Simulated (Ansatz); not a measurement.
Consider the following.

RuO$_{2}$ (rutile)

```cif
data_O4Ru2
_chemical_formula_sum 'Ru2 O4'
_space_group_name_H-M_alt 'P 1'
_space_group_IT_number 1
_cell_length_a 4.52339
_cell_length_b 4.52339
_cell_length_c 3.11902
_cell_angle_alpha 90.000
_cell_angle_beta 90.000
_cell_angle_gamma 90.000
loop_
_space_group_symop_operation_xyz
  'x, y, z'
loop_
_atom_site_label
_atom_site_type_symbol
_atom_site_fract_x
_atom_site_fract_y
_atom_site_fract_z
_atom_site_occupancy
Ru1 Ru 0.50000 0.50000 0.50000 1
Ru2 Ru 0.00000 0.00000 0.00000 1
O1 O 0.80567 0.80567 0.50000 1
O2 O 0.30567 0.69433 0.00000 1
O3 O 0.69433 0.30567 0.00000 1
O4 O 0.19433 0.19433 0.50000 1
```

The volume is varied about the relaxed value V₀ at fixed cell shape. The atoms relax within the cell's symmetry.

Computed with PBE (plane waves to 420 eV, PAW, scalar-relativistic; Ansatz, an electronic-structure program). k mesh 10×10×15 (Γ-centred), Fermi-Dirac smearing 0.05 eV. Energies are smeared free energies. Compression counts positive. With the shape held, the modulus is that of even scaling; a crystal free to change shape is softer. RuO2 is run without spin polarisation and with no Hubbard U. RuO2 was relaxed with its symmetry unable to fall. The zero of ΔE is the relaxed starting cell.

The scan covers V/V₀ from 0.940 to 1.060 in 13 points.

### Question
What bulk modulus at fixed cell shape B₀ follows from a third-order Birch-Murnaghan fit?

### Answer
260 GPa.

### Question
What is the fitted pressure derivative B₀′?

### Answer
4.8.

(Under strain, the slope of the energy per volume gives the stress and its curvature an elastic modulus.)
